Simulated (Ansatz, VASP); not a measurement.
# TePb: VASP beside Ansatz

```
Te Pb
1.0
     0.00000    3.12670    3.12670
     3.12670    0.00000    3.12670
     3.12670    3.12670    0.00000
Te Pb
1 1
Direct
  0.50000 0.50000 0.50000
  0.00000 0.00000 0.00000
```

Alike in both runs: task single point; functional PBE; k mesh 8 × 8 × 8; occupations gaussian, width 0.02 eV; no spin polarisation.

|  | VASP | Ansatz |
| --- | --- | --- |
| version | VASP 6.6.1 | Ansatz 0.2.0 |
| potentials or method | VASP PAW PBE potentials, release 64 (Te, Pb_d) | scalar-relativistic, plane waves, PAW |
| plane-wave cutoff (eV) | 520 | 420 |
| valence electrons in the cell | 20 | 30 |

```tsv
	VASP	Ansatz	Ansatz less VASP
gap on the k mesh at the Fermi level (eV)	0.49	0.49	-0.006
least direct gap on the mesh (eV)	0.49	0.49	-0.006
pressure (GPa)	7.9	8.0	+0.05
```

The two sets of potentials don't hold the same shells in valence.

Caveats: spin-orbit coupling is left out, which as a rule narrows the gap of such compounds by several tenths of an eV. A k mesh can miss the band edges.
